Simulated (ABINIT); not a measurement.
**SiC (Moissanite 3C) in ABINIT: convergence with smearing width**

Input of the first run (smearing width 0.272 eV); the others differ in this setting and in those tied to it:

File run.abi:

```
pp_dirpath "./"
pseudos "Si_ONCV_PBE-1.2.upf, C_ONCV_PBE-1.2.upf"

acell 3.0815713524 3.0815713524 3.0815713524 Angstrom
rprim
     0.0000000000     0.7071067812     0.7071067812
     0.7071067812     0.0000000000     0.7071067812
     0.7071067812     0.7071067812     0.0000000000
ntypat 2
znucl 14 6
natom 2
typat 1 2
xred
     0.0000000000     0.0000000000     0.0000000000
     0.7500000000     0.7500000000     0.7500000000

ecut 1088.455450 eV

kptopt 1
ngkpt 10 10 10
nshiftk 1
shiftk 0.0 0.0 0.0

ixc -106131

nband 8
occopt 6
tsmear 0.00999582

nstep 100
tolvrs 1.0e-10

iomode 3
prtwf 0
prtden 0
prteig 0
prtebands 0
enunit 2
```

Potentials or basis: SG15 NC PBE v1.2.

Run with:

```bash
$ abinit run.abi > log 2>&1
```

Hardware: 1 thread of Arm Neoverse V1, on a shared host.

| smearing width | energy less the tightest run (meV/atom) | SCF cycles | CPU time (s) | peak memory (GiB) |
| --- | --- | --- | --- | --- |
| 0.272 eV | 0.28 | 10 | 19 | 0.07 |
| 0.2 eV | 0.02 | 10 | 19 | 0.07 |
| 0.136 eV | 0.01 | 10 | 19 | 0.07 |
| 0.1 eV | 0.01 | 10 | 19 | 0.07 |
| 0.05 eV | 0.00 | 10 | 19 | 0.07 |
| 0.025 eV | 0.00 | 10 | 19 | 0.07 |
| 0.01 eV | 0.00 | 10 | 19 | 0.07 |

Against the tightest run, the energy stays within 1 meV/atom from 0.272 eV on. The tightest run that finished is the yardstick and may itself not be fully converged.
